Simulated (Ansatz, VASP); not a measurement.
## One calculation of ZrB2, two programs

```
Zr B
1.0
     3.14376    0.00000    0.00000
    -1.57188    2.72257    0.00000
     0.00000    0.00000    3.49638
Zr B
1 2
Direct
  0.00000 0.00000 0.00000
  0.33333 0.66667 0.50000
  0.66667 0.33333 0.50000
```

Change from the starting cell: volume scaled by 0.98, crystal datasets.

Alike in both runs: task electric field gradients; functional LDA; k mesh 12 × 12 × 9; occupations fermi-dirac, width 0.05 eV; no spin polarisation.

```csv
,VASP,Ansatz
version,VASP 6.6.1,Ansatz 0.2.0
potentials or method,"VASP PAW LDA potentials, release 64 (Zr_sv, B), cutoff 520 eV","all-electron PAW with datasets made for the crystal, scalar-relativistic"
```

|  | VASP | Ansatz | Ansatz less VASP |
| --- | --- | --- | --- |
| pressure (GPa) | -1.9 | -2.4 | -0.49 |
| largest component of the traceless stress (GPa) | 0.62 | 0.62 | -0.002 |
| Vzz of the field gradient on the site that differs most (V/Å²) | 45.2 | 48.1 | +2.94 |

Ansatz ran all-electron here, so the differences hold the error of VASP's frozen core and of both bases. Ansatz warned: «gradients_without_spin_orbit».
